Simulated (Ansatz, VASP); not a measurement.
**AlN: VASP beside Ansatz**

INCAR

```
SYSTEM = AlN
PREC = Accurate
ENCUT = 600
EDIFF = 1E-6
ISMEAR = 0
SIGMA = 0.02
LREAL = .False.
LASPH = .True.
NELM = 80
ALGO = Normal
ISIF = 3
LWAVE = .False.
LCHARG = .False.
GGA = PS
IBRION = 2
NSW = 100
EDIFFG = -0.005
```

File KPOINTS:

```
Automatic mesh
0
Gamma
  9 9 6
  0 0 0
```

File POSCAR:

```
AlN
1.0
    3.0972944900      0.0000000000      0.0000000000
   -1.5486472500      2.6823357100      0.0000000000
    0.0000000000      0.0000000000      5.0316425600
Al N
2 2
Direct
    0.3333333300      0.6666666700      0.0000000000
    0.6666666700      0.3333333300      0.5000000000
    0.3333333300      0.6666666700      0.3750000000
    0.6666666700      0.3333333300      0.8750000000
```

Input for Ansatz:

```yaml
crystal:
  lattice:
    - [3.09729449, 0.0, 0.0]
    - [-1.54864725, 2.68233571, 0.0]
    - [0.0, 0.0, 5.03164256]
  atoms:
    - { symbol: Al, position: [0.33333333, 0.66666667, 0.0] }
    - { symbol: Al, position: [0.66666667, 0.33333333, 0.5] }
    - { symbol: "N", position: [0.33333333, 0.66666667, 0.375] }
    - { symbol: "N", position: [0.66666667, 0.33333333, 0.875] }
basis:
  ecutwfc: 420
kpoints:
  mp_grid: { grid: [9, 9, 6] }
hamiltonian:
  xc: pbesol
scf:
  occupations: { method: gaussian, width: 0.02 }
output:
  forces: true
  stress: true
  eigenvalues: true
relax:
  adjacent_minimum: "off"
  f_tol: 0.005
  max_steps: 80
  cell: { stress_tol: 0.05 }
```

The cell was built by a generator and needn't be a form met in nature.

Alike in both runs: task relaxation of cell and atoms; functional PBEsol; k mesh 9 × 9 × 6; occupations gaussian, width 0.02 eV; no spin polarisation.

|  | VASP | Ansatz |
| --- | --- | --- |
| version | VASP 6.6.1 | Ansatz 0.2.0 |
| potentials or method | VASP PAW PBE potentials, release 64 (Al, N) | scalar-relativistic, plane waves, PAW |
| plane-wave cutoff (eV) | 600 | 420 |
| valence electrons in the cell | 16 | 16 |

```csv
,VASP,Ansatz,Ansatz less VASP
"gap on the k mesh at the Fermi level, each at its own relaxed structure (eV)",4.12,4.09,-0.025
relaxed volume (Å³/atom),10.45,10.46,+0.009
relaxed cell length with the largest relative difference (Å),3.113,3.114,+0.0011
energy change over the relaxation (meV/atom),-3,-3,0.0
```

Caveats: the PAW data sets were made with another functional, which shifts forces and pressure a little (VASP); an odd mesh through Γ misses points on the zone boundary, where band edges often lie.
